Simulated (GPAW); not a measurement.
# linear V chain, spacing 2.761 A: parallel, opposed and spinless runs

A self-consistent run ends on one state, which hangs on the start. Several orders of linear V chain, spacing 2.761 A are started in GPAW and their energies compared.

Main program and level: GPAW 26.7.0; LDA; plane waves with GPAW's PAW setups, scalar-relativistic.

### Step 1. Starting point

The cell holds 1 atom: 1 V. Cell: a = 12.000 Å, b = 12.000 Å, c = 2.761 Å, α = 90.0°, β = 90.0°, γ = 90.0°. model lattice. Vacuum lies along a and b. The structure's axis is c.

### Step 2. Start 1: ferro +

The parallel start comes first: it fits the smallest cell, keeps the most symmetry and shows whether parallel moments form.

Contents of order1.py:

```python
import json
import numpy as np
from ase import Atoms
from ase.parallel import paropen, parprint
from gpaw import GPAW

atoms = Atoms(['V'],
    cell=[[12.0, 0.0, 0.0],
         [0.0, 12.0, 0.0],
         [0.0, 0.0, 2.761]],
    scaled_positions=[[0.5, 0.5, 0.0]],
    pbc=True,
    magmoms=[1.5])
atoms.calc = GPAW(mode={'name': 'pw', 'ecut': 550},
    xc='LDA',
    kpts={'size': (1, 1, 10), 'gamma': True},
    occupations={'name': 'fermi-dirac', 'width': 0.05},
    convergence={'density': 1e-05, 'energy': 1e-05},
    maxiter=200,
    symmetry={'tolerance': 1e-4},
    txt='order1.txt')
e = atoms.get_potential_energy(force_consistent=True)
res = {'free_energy': e, 'energy_sigma0': atoms.get_potential_energy(), 'fermi_energy': atoms.calc.get_fermi_level()}
res['moments'] = atoms.get_magnetic_moments().tolist()
res['total'] = atoms.get_magnetic_moment()
parprint('site moments (muB):', np.round(res['moments'], 3))
parprint(f"total moment: {res['total']:.3f} muB")
parprint(f'free energy: {e:.6f} eV')
atoms.calc.write('order1.gpw')
with paropen('results.json', 'w') as f:
    json.dump(res, f)
```

Started as:

```
> OMP_NUM_THREADS=1 python3 order1.py > order1.log
```

The log of the run:

```text
site moments (muB): [2.953]
total moment: 4.000 muB
free energy: -4.641275 eV

--- order1.txt ---
Input parameters:
  mode=PW(ecut=550),
  convergence={'density': 1e-05, 'energy': 1e-05},
  kpts=MonkhorstPack(size=(1, 1, 10), gamma=True),
  maxiter=200,
  occupations=Occupations(name='fermi-dirac', width=0.05),
  symmetry=Symmetry(tolerance=0.0001),
  xc=XC(name='LDA')

Diagonalizing LCAO Hamiltonian
Converting LCAO to pw mode
        .----------------------------.
       /|                            |
      / |                            |
     /  .----------------------------.
    /  /                            /
   /  /                            /
  /  /                            /
 *  /              V             /
 | /                            /
 |/                            /
 *----------------------------*

Atoms  # Å, Bohr magnetons
|   | symbol |        x |        y |        z |    initial magnetic moments |
|---|--------|----------|----------|----------|-----------------------------|
| 0 |      V | 6.000000 | 6.000000 | 0.000000 | ( 0.0000,  0.0000,  1.5000) |

Unit cell  # Å
| periodic |         x |         y |        z |   lengths |    angles |
|----------|-----------|-----------|----------|-----------|-----------|
|      yes | 12.000000 |  0.000000 | 0.000000 | 12.000000 | 90.000000 |
|      yes |  0.000000 | 12.000000 | 0.000000 | 12.000000 | 90.000000 |
|      yes |  0.000000 |  0.000000 | 2.761000 |  2.761000 | 90.000000 |

Number of symmetries: 16

BZ-sampling:
  Number of BZ points: 10
  Number of IBZ points: 6

  Monkhorst-Pack size: [1, 1, 10]
  Monkhorst-Pack shift: [0.0, 0.0, 0.05]

K-points  # in reciprocal-cell coordinates
|   |                                coordinates |     weight |
|---|--------------------------------------------|------------|
| 0 | (  0.00000000,   0.00000000,   0.00000000) | 0.10000000 |
| 1 | (  0.00000000,   0.00000000,   0.10000000) | 0.20000000 |
| 2 | (  0.00000000,   0.00000000,   0.20000000) | 0.20000000 |
| 3 | (  0.00000000,   0.00000000,   0.30000000) | 0.20000000 |
| 4 | (  0.00000000,   0.00000000,   0.40000000) | 0.20000000 |
| 5 | (  0.00000000,   0.00000000,   0.50000000) | 0.10000000 |

Plane wave coefficients: 11675
Cutoff: 550.0 eV

Spin-components: 2 (collinear spins)
Bands:           13
Projectors:      6
Spin-degeneracy: 1
Datatype:        complex128

Parallelization:
  kpt:    1
  domain: 1
  band:   1

Density:
  Valence electrons: 13.0
  Components: 2
  Grid points: [70 70 15]
  Charge: 0.0  # |e|

Potential:
  Grid points: [70 70 15]

species:
  V:
    name:    Vanadium
    Z:       23.0
    valence: 13
    core:    10
    charge:  0.0  # [|e|]
    compensation charges:
      type: gauss
      rc: 0.37  # [Å]
      lmax: 2
    cutoffs:
      filter: 2.14  # [Å]
      core: 0.96  # [Å]
    projectors
    | kind |    occ | energy [eV] | rcut [Å] |
    |------|--------|-------------|----------|
    |   3s |  2.000 |     -69.819 |    1.254 |
    |   4s |  2.000 |      -4.846 |    1.254 |
    |   3p |  6.000 |     -43.961 |    1.281 |
    |   4p |  0.000 |      -1.526 |    1.281 |
    |   3d |  3.000 |      -5.381 |    1.169 |
    |    d |        |      21.830 |    1.169 |

    Using partial waves for V as LCAO basis

Reference energy: -25767.601835  # eV

eigensolver:
  PPCG
  Converge bands: occupied
  niter=2

density mixing:
  MSR1-Mixer
  Pratt-step length: 0.05
  Maximum mixing coefficient: 0.75
  Old densities: 10
  SVD Regularization: 0.005
  Good broyden scale: 1.0
  Trust region scale: 1.0
  Backstep threshold: 4.0
  History deletion threshold: 6.0
  Fourier metric: weight=20.0, sigma=0.015

occupation numbers:
  Fermi-Dirac:
    width: 0.0500  # eV

poisson solver:
  ecut: 4400.0  # eV

xc functional:
  name: None

convergence criteria:
- Maximum integral of absolute [dens]ity change: 1e-05 electrons / valence electron
- Maximum [total energy] change in last 3 cyles: 1e-05 eV / valence electron
- Maximum integral of absolute [eigenst]ate change: 4e-08 eV^2 / valence electron
maximum number of iterations: 200

SCF iterations
|iter     |      energy | eigst |  dens |  magmom |
|---------|-------------|-------|-------|---------|
|iter:   1|       0s |   -4.462936 | +0.29 |       |  +1.5048|
|iter:   2|       2s |   -4.301376 | -0.76 | -0.66 |  +1.5742|
|iter:   3|       5s |   -4.278911 | -0.88 | -0.70 |  +2.3349|
|iter:   4|       7s |   -4.571640 | -1.93 | -0.81 |  +3.3567|
|iter:   5|       9s |   -4.626101 | -2.29 | -1.21 |  +4.0169|
|iter:   6|      12s |   -4.626226 | -3.12 | -2.04 |  +3.9365|
|iter:   7|      14s |   -4.625948 | -3.74 | -2.12 |  +3.9875|
|iter:   8|      17s |   -4.625908 | -4.51 | -2.79 |  +3.9925|
|iter:   9|      19s |   -4.625876c| -4.95 | -3.09 |  +4.0009|
|iter:  10|      21s |   -4.625885c| -5.58 | -3.92 |  +4.0002|
|iter:  11|      24s |   -4.625886c| -6.04 | -4.65 |  +4.0001|
|iter:  12|      26s |   -4.625886c| -6.54 | -5.13c|  +4.0000|
|iter:  13|      29s |   -4.625886c| -7.00 | -5.68c|  +4.0000|
|iter:  14|      31s |   -4.625886c| -7.46c| -6.43c|  +4.0000|

Converged in 14 steps
Energy contributions relative to reference atoms: (reference = -25767.601835)

Energy contributions:
  Kinetic:          -2.451830
  Coulomb:           4.996934
  Zero:              0.050374
  External:          0.000000
  Xc:               -7.205976
  Entropy:          -0.030777
  Spinorbit:         0.000000
  ----------------------------
  Free energy:      -4.641275
  Extrapolated:     -4.625886

dipole moment: (0.000000, 0.000000, -6.502376)  # |e|*Ang

Total magnetic moment: (0.000000, 0.000000, 4.000009)

Local magnetic moments
|        x |        y |        z |
|----------|----------|----------|
| 0.000000 | 0.000000 | 2.953410 |  # V    0

Fermi level: -3.372
Eigenvalues  # (at kpt = [0.000, 0.000, 0.000])
| band index |      eig [eV] | occ [0-1] |      eig [eV] | occ [0-1] |
|------------|---------------|-----------|---------------|-----------|
|          0 |       -67.583 |     1.000 |       -64.726 |     1.000 |
|          1 |       -41.764 |     1.000 |       -39.065 |     1.000 |
|          2 |       -41.764 |     1.000 |       -38.870 |     1.000 |
|          3 |       -41.750 |     1.000 |       -38.870 |     1.000 |
|          4 |        -6.633 |     1.000 |        -4.936 |     1.000 |
|          5 |        -4.520 |     1.000 |        -2.420 |     0.000 |
|          6 |        -3.867 |     1.000 |        -1.404 |     0.000 |
|          7 |        -3.866 |     1.000 |        -1.401 |     0.000 |
|          8 |        -2.648 |     0.000 |        -1.346 |     0.000 |
|          9 |        -2.648 |     0.000 |        -1.346 |     0.000 |
|         10 |        -2.266 |     0.000 |         0.004 |     0.000 |
|         11 |        -2.266 |     0.000 |         0.004 |     0.000 |
|         12 |         0.128 |     0.000 |         0.295 |     0.000 |

No gap
No difference between direct/indirect transitions
```

The job ended after 36 s (1 MPI rank of Intel Xeon Platinum 8259CL at 2.50GHz (Skylake/Cascade Lake), shared host; peak memory 0.32 GiB).

Read from the output:

```
magnetization  : 4.000 μB
final state    : ferromagnetic
largest moment : 2.953 μB
```

After 14 cycles the largest moment stands at 2.95 μB.

### Step 3. Start 2: antiferro q=(0,0,1/2) +-

Another pattern of signs weighs the neighbour shells otherwise.

This order needs a doubled cell of 2 atoms. Its mesh is chosen so that both cells sample the same points.

order2.py is the script of step 2 with these lines changed:

```diff
@@ -6,12 +6,13 @@
 
-atoms = Atoms(['V'],
+atoms = Atoms(['V', 'V'],
     cell=[[12.0, 0.0, 0.0],
          [0.0, 12.0, 0.0],
-         [0.0, 0.0, 2.761]],
-    scaled_positions=[[0.5, 0.5, 0.0]],
+         [0.0, 0.0, 5.522]],
+    scaled_positions=[[0.5, 0.5, 0.0],
+         [0.5, 0.5, 0.5]],
     pbc=True,
-    magmoms=[1.5])
+    magmoms=[1.5, -1.5])
 atoms.calc = GPAW(mode={'name': 'pw', 'ecut': 550},
     xc='LDA',
-    kpts={'size': (1, 1, 10), 'gamma': True},
+    kpts={'size': (1, 1, 5), 'gamma': True},
     occupations={'name': 'fermi-dirac', 'width': 0.05},
@@ -20,3 +21,3 @@
     symmetry={'tolerance': 1e-4},
-    txt='order1.txt')
+    txt='order2.txt')
 e = atoms.get_potential_energy(force_consistent=True)
@@ -28,3 +29,3 @@
 parprint(f'free energy: {e:.6f} eV')
-atoms.calc.write('order1.gpw')
+atoms.calc.write('order2.gpw')
 with paropen('results.json', 'w') as f:
```

Started as:

```
> OMP_NUM_THREADS=1 python3 order2.py > order2.log
```

The log of the run:

```text
site moments (muB): [ 2.725 -2.725]
total moment: -0.000 muB
free energy: -8.729566 eV

--- order2.txt ---
Input parameters:
  mode=PW(ecut=550),
  convergence={'density': 1e-05, 'energy': 1e-05},
  kpts=MonkhorstPack(size=(1, 1, 5), gamma=True),
  maxiter=200,
  occupations=Occupations(name='fermi-dirac', width=0.05),
  symmetry=Symmetry(tolerance=0.0001),
  xc=XC(name='LDA')

Diagonalizing LCAO Hamiltonian
Converting LCAO to pw mode
        .----------------------------.
       /|                            |
      / |                            |
     /  |                            |
    /   |                            |
   /    |                            |
  /     |                            |
 *      .----------V-----------------.
 |     /                            /
 |    /                            /
 |   /                            /
 |  /              V             /
 | /                            /
 |/                            /
 *----------------------------*

Atoms  # Å, Bohr magnetons
|   | symbol |        x |        y |        z |    initial magnetic moments |
|---|--------|----------|----------|----------|-----------------------------|
| 0 |      V | 6.000000 | 6.000000 | 0.000000 | ( 0.0000,  0.0000,  1.5000) |
| 1 |      V | 6.000000 | 6.000000 | 2.761000 | ( 0.0000,  0.0000, -1.5000) |

Unit cell  # Å
| periodic |         x |         y |        z |   lengths |    angles |
|----------|-----------|-----------|----------|-----------|-----------|
|      yes | 12.000000 |  0.000000 | 0.000000 | 12.000000 | 90.000000 |
|      yes |  0.000000 | 12.000000 | 0.000000 | 12.000000 | 90.000000 |
|      yes |  0.000000 |  0.000000 | 5.522000 |  5.522000 | 90.000000 |

Number of symmetries: 16

BZ-sampling:
  Number of BZ points: 5
  Number of IBZ points: 3

  Monkhorst-Pack size: [1, 1, 5]
  Monkhorst-Pack shift: [0, 0, 0]

Plane wave coefficients: 23301
Cutoff: 550.0 eV

Spin-components: 2 (collinear spins)
Bands:           20
Projectors:      12
Spin-degeneracy: 1
Datatype:        complex128

Parallelization:
  kpt:    1
  domain: 1
  band:   1

Density:
  Valence electrons: 26.0
  Components: 2
  Grid points: [70 70 30]
  Charge: 0.0  # |e|

Potential:
  Grid points: [70 70 30]

[... setups left out ...]
Reference energy: -51535.203669  # eV

eigensolver:
  PPCG
  Converge bands: occupied
  niter=2

density mixing:
  MSR1-Mixer
  Pratt-step length: 0.05
  Maximum mixing coefficient: 0.75
  Old densities: 10
  SVD Regularization: 0.005
  Good broyden scale: 1.0
  Trust region scale: 1.0
  Backstep threshold: 4.0
  History deletion threshold: 6.0
  Fourier metric: weight=20.0, sigma=0.015

occupation numbers:
  Fermi-Dirac:
    width: 0.0500  # eV

poisson solver:
  ecut: 4400.0  # eV

xc functional:
  name: None

convergence criteria:
- Maximum integral of absolute [dens]ity change: 1e-05 electrons / valence electron
- Maximum [total energy] change in last 3 cyles: 1e-05 eV / valence electron
- Maximum integral of absolute [eigenst]ate change: 4e-08 eV^2 / valence electron
maximum number of iterations: 200

SCF iterations
|iter     |      energy | eigst |  dens |  magmom |
|---------|-------------|-------|-------|---------|
|iter:   1|       0s |   -9.178247 | +0.29 |       |  +0.0000|
|iter:   2|       5s |   -8.848020 | -0.97 | -0.65 |  -0.0000|
|iter:   3|       9s |   -8.357997 | -0.67 | -0.70 |  -0.0000|
|iter:   4|      14s |   -8.473338 | -1.34 | -0.89 |  +0.0000|
|iter:   5|      18s |   -8.623689 | -1.98 | -1.22 |  -0.0000|
|iter:   6|      22s |   -8.630257 | -1.93 | -1.29 |  +0.0000|
|iter:   7|      27s |   -8.631268 | -2.76 | -2.07 |  -0.0000|
|iter:   8|      31s |   -8.632278 | -3.51 | -2.49 |  +0.0001|
|iter:   9|      36s |   -8.633051 | -3.94 | -2.87 |  -0.0014|
|iter:  10|      40s |   -8.632339 | -4.31 | -1.93 |  +0.0000|
[... 31 iterations left out ...]
|iter:  42|     183s |   -8.632387c| -6.04 | -3.51 |  -0.0004|
|iter:  43|     188s |   -8.632382c| -6.58 | -3.87 |  -0.0004|
|iter:  44|     192s |   -8.632379c| -7.36 | -4.25 |  -0.0004|
|iter:  45|     195s |   -8.632380c| -7.60c| -4.24 |  -0.0003|
|iter:  46|     200s |   -8.632380c| -7.23 | -4.15 |  -0.0003|
|iter:  47|     204s |   -8.632380c| -7.65c| -3.78 |  -0.0003|
|iter:  48|     207s |   -8.632380c| -7.86c| -4.25 |  -0.0002|
|iter:  49|     211s |   -8.632380c| -7.66c| -4.29 |  -0.0002|
|iter:  50|     214s |   -8.632381c| -7.50c| -4.56 |  -0.0001|
|iter:  51|     216s |   -8.632381c| -7.96c| -5.43c|  -0.0001|

Converged in 51 steps
Energy contributions relative to reference atoms: (reference = -51535.203669)

Energy contributions:
  Kinetic:          -8.302759
  Coulomb:          13.625825
  Zero:              0.111570
  External:          0.000000
  Xc:              -13.969832
  Entropy:          -0.194371
  Spinorbit:         0.000000
  ----------------------------
  Free energy:      -8.729566
  Extrapolated:     -8.632381

dipole moment: (0.000000, 0.000000, -12.968743)  # |e|*Ang

Total magnetic moment: (0.000000, 0.000000, -0.000088)

Local magnetic moments
|        x |        y |         z |
|----------|----------|-----------|
| 0.000000 | 0.000000 |  2.724619 |  # V    0
| 0.000000 | 0.000000 | -2.724653 |  # V    1

Fermi level: -3.419
Eigenvalues  # (at kpt = [0.000, 0.000, 0.000])
| band index |      eig [eV] | occ [0-1] |      eig [eV] | occ [0-1] |
|------------|---------------|-----------|---------------|-----------|
|          0 |       -67.154 |     1.000 |       -67.154 |     1.000 |
|        ... |               |           |               |           |
|          6 |       -38.905 |     1.000 |       -38.905 |     1.000 |
|          7 |       -38.567 |     1.000 |       -38.567 |     1.000 |
|          8 |        -5.628 |     1.000 |        -5.628 |     1.000 |
|          9 |        -3.729 |     0.998 |        -3.729 |     0.998 |
|         10 |        -3.729 |     0.998 |        -3.729 |     0.998 |
|         11 |        -3.616 |     0.981 |        -3.616 |     0.981 |
|         12 |        -3.463 |     0.707 |        -3.463 |     0.707 |
|         13 |        -3.462 |     0.702 |        -3.462 |     0.702 |
|         14 |        -1.811 |     0.000 |        -1.811 |     0.000 |
|         15 |        -1.283 |     0.000 |        -1.283 |     0.000 |
|         16 |        -1.145 |     0.000 |        -1.145 |     0.000 |
|         17 |        -1.140 |     0.000 |        -1.140 |     0.000 |
|         18 |        -0.491 |     0.000 |        -0.491 |     0.000 |
|         19 |        -0.491 |     0.000 |        -0.491 |     0.000 |

Gap: 0.234 eV
Transition (v -> c):
  (s=1, k=2, n=13, [0.00, 0.00, 0.40]) -> (s=1, k=2, n=14, [0.00, 0.00, 0.40])
No difference between direct/indirect transitions
```

It took 3.7 min on 1 MPI rank; peak memory 0.56 GiB.

Read from the output:

- magnetization: 0 μB
- final state: antiferromagnetic
- largest moment: 2.725 μB

It lies 276 meV a seeded atom over the first start, and its largest moment is 2.72 μB against 2.95 μB.

### Step 4. Order 3, typed as no spin polarisation

A run without seeds gives the energy of the state without moments.

Contents of nospin.py:

```python
import json
import numpy as np
from ase import Atoms
from ase.parallel import paropen, parprint
from gpaw import GPAW

atoms = Atoms(['V'],
    cell=[[12.0, 0.0, 0.0],
         [0.0, 12.0, 0.0],
         [0.0, 0.0, 2.761]],
    scaled_positions=[[0.5, 0.5, 0.0]],
    pbc=True)
atoms.calc = GPAW(mode={'name': 'pw', 'ecut': 550},
    xc='LDA',
    kpts={'size': (1, 1, 10), 'gamma': True},
    occupations={'name': 'fermi-dirac', 'width': 0.05},
    convergence={'density': 1e-05, 'energy': 1e-05},
    maxiter=200,
    symmetry={'tolerance': 1e-4},
    txt='nospin.txt')
e = atoms.get_potential_energy(force_consistent=True)
res = {'free_energy': e, 'energy_sigma0': atoms.get_potential_energy(), 'fermi_energy': atoms.calc.get_fermi_level()}
parprint(f'free energy: {e:.6f} eV')
atoms.calc.write('nospin.gpw')
with paropen('results.json', 'w') as f:
    json.dump(res, f)
```

Started as:

```
> OMP_NUM_THREADS=1 python3 nospin.py > nospin.log
```

The log of the run:

```text
free energy: -3.473858 eV

--- nospin.txt ---
Input parameters:
  mode=PW(ecut=550),
  convergence={'density': 1e-05, 'energy': 1e-05},
  kpts=MonkhorstPack(size=(1, 1, 10), gamma=True),
  maxiter=200,
  occupations=Occupations(name='fermi-dirac', width=0.05),
  symmetry=Symmetry(tolerance=0.0001),
  xc=XC(name='LDA')

Diagonalizing LCAO Hamiltonian
Converting LCAO to pw mode
        .----------------------------.
[...]
|------------|---------------|-----------|
|          0 |       -67.382 |     2.000 |
|          1 |       -41.744 |     2.000 |
|          2 |       -41.744 |     2.000 |
|          3 |       -41.076 |     2.000 |
|          4 |        -5.986 |     2.000 |
[...]
|          8 |        -2.159 |     0.000 |
|          9 |        -2.159 |     0.000 |
|         10 |        -1.983 |     0.000 |
|         11 |        -1.983 |     0.000 |

No gap
No difference between direct/indirect transitions


[key lines of the parts left out:]
Free energy:      -3.473858
Converged in 15 steps
dipole moment: (0.000000, 0.000000, -6.585806)  # |e|*Ang
Fermi level: -3.631
```

The job ended after 19 s (1 MPI rank; peak memory 0.25 GiB).

Read from the output:

| Item | Value |
| --- | --- |
| final state | non-magnetic (no spin polarisation) |

It lies 1167 meV a seeded atom over the first start.

### Step 5. The states side by side

These are free energies at a smearing of 0.05 eV, so its entropy term is in the differences. They are divided by the number of seeded atoms, so that cells of unlike size compare. Wavevectors q in the names are fractions of the reciprocal vectors of the first run's cell.

Orders:

```
                   start        final state  typed order kept  energy over the lowest (meV a seeded atom)  largest site moment (μB)  net moment (μB a primitive cell)  mesh matched  CPU time (s)
                 ferro +      ferromagnetic               yes                                           0                     2.953                                 4           yes         35.88
antiferro q=(0,0,1/2) +-  antiferromagnetic               yes                                       276.5                     2.725                                 0           yes         224.4
    no spin polarisation       non-magnetic                 -                                        1167                         0                                 0           yes         18.63
```

### Step 6. Summary of results

| Property | Result |
| --- | --- |
| lowest state found | ferromagnetic (typed ferro +) |
| largest site moment | 2.95 μB |
| next state | antiferromagnetic, 276 meV a seeded atom higher |
| energy gained by spin polarisation | 1167 meV a seeded atom |

In words: The lowest state found is ferromagnetic, reached from the start ferro +, with moments up to 2.95 μB. The next state costs 276 meV a seeded atom. Only 3 starts are shown; other collinear patterns, canted and longer-period orders are not.

[Logs and program files are shortened in this print: banners, set-up blocks, solver, clock and traceback lines can be left out without a mark of their own.]

[Logs are printed without paths, hosts, clocks, repeated set-up lines and the standing remarks that a program may print on its own settings, such as how far it seeks lower states.]

[Hosts, paths, dates, database ids (printed as entryN), source tags and the programs' standing remarks are cut or masked in the printed files.]

[Where a cell is said to come from a database of computed structures, the database is the Materials Project.]
